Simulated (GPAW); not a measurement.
Write an ASE script for GPAW 26.7.0 that does the following.

```yaml
Task: single point
Functional: PBE
Potentials_or_basis: GPAW PAW data sets (gpaw-data 1.2.1)
Cutoff: 600 eV
Basis: pw
k_mesh: 10 × 10 × 10
Occupations: fermi-dirac, width 0.05 eV
Spin: no spin polarisation
Maxiter: 150
```

Crystal: GaSb.

```xyz
2
Lattice="-2.7534 2.7534 1.5907 2.7534 -2.7534 1.5907 2.7534 2.7534 -1.5907" Properties=species:S:1:pos:R:3 pbc="T T T"
Sb    0.0000    0.0000    0.0000
Ga    0.0000    2.7534    0.7954
```

Measurements of this composition are mostly on another form, of space group No. 216.

The input as run:

run.py

```python
from ase import Atoms
from ase.dft.bandgap import bandgap
from ase.io import write
from ase.units import GPa
from gpaw import GPAW, PW

atoms = Atoms(['Sb', 'Ga'],
              cell=[[-2.753434, 2.753434, 1.590707],
                    [2.753434, -2.753434, 1.590707],
                    [2.753434, 2.753434, -1.590707]],
              scaled_positions=[[0.0, 0.0, 0.0],
                                [0.75, 0.25, 0.5]],
              pbc=True)

calc = GPAW(mode=PW(600),
            xc='PBE',
            kpts={'size': (10, 10, 10), 'gamma': True},
            occupations={'name': 'fermi-dirac', 'width': 0.05},
            nbands=18,
            convergence={'density': 1e-05, 'energy': 1e-05},
            maxiter=150,
            txt='gpaw.txt')
atoms.calc = calc
energy = atoms.get_potential_energy()
forces = atoms.get_forces()
stress = atoms.get_stress()
calc.write('gs.gpw')
write('result.traj', atoms)
print(f'Energy: {energy:.6f} eV')
print('Forces (eV/A):')
print(forces.round(4))
print('Stress (GPa):', (stress / GPa).round(3))
print('Fermi level:', round(calc.get_fermi_level(), 4), 'eV')
print(f'Gap: {bandgap(calc)[0]:.4f} eV, direct: {bandgap(calc, direct=True)[0]:.4f} eV')
```

Potentials or basis: GPAW PAW data sets (gpaw-data 1.2.1), pw.

Launch:

```sh
$ OMP_NUM_THREADS=1 python run.py
```

Results of the run:

The pressure is -0.1 GPa and the band gap on the k mesh is none (metal or under the smearing width).

Wall time 42 s on 1 thread of Arm Neoverse V2 (shared host), peak memory 0.22 GiB.
